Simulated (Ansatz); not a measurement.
Input and command of a plane-wave DFT calculation in Ansatz:

```yaml
crystal:
  lattice:
    - [3.6210708603, 0.0, 0.0]
    - [0.0, 3.6210708603, 0.0]
    - [0.0, 0.0, 5.2824584807]
  atoms:
    - { symbol: Zr, position: [0.0, 0.0, 0.0] }
    - { symbol: Zr, position: [0.5, 0.5, 0.5] }
    - { symbol: O, position: [0.0, 0.5, 0.1729110238] }
    - { symbol: O, position: [0.0, 0.5, 0.6729110238] }
    - { symbol: O, position: [0.5, 0.0, 0.3270889762] }
    - { symbol: O, position: [0.5, 0.0, 0.8270889762] }
basis:
  ecutwfc: 420
kpoints:
  mp_grid: { grid: [6, 6, 4] }
hamiltonian:
  xc: pbe
scf:
  occupations: { method: gaussian, width: 0.05 }
output:
  forces: true
  stress: true
  eigenvalues: true
```

```bash
ansatz run input.yaml --threads 2 --pin off --max-ram 5120MiB --backend cpu --events-out ev --progress --plain --runs-dir out
```

Processor: Intel(R) Xeon(R) Platinum 8488C (Sapphire Rapids), 2 threads, on a host shared with other jobs.

Q: Estimate time, memory and problem size.

A: About 1.2 s on 2 threads of Intel(R) Xeon(R) Platinum 8488C (Sapphire Rapids), with other jobs on the host, peak memory 0.42 GiB. It solves 30 bands at 30 k points (the mesh reduced by the symmetry that the task leaves, which can be less than the crystal's) with about 1345 plane waves, in 6 SCF iterations.
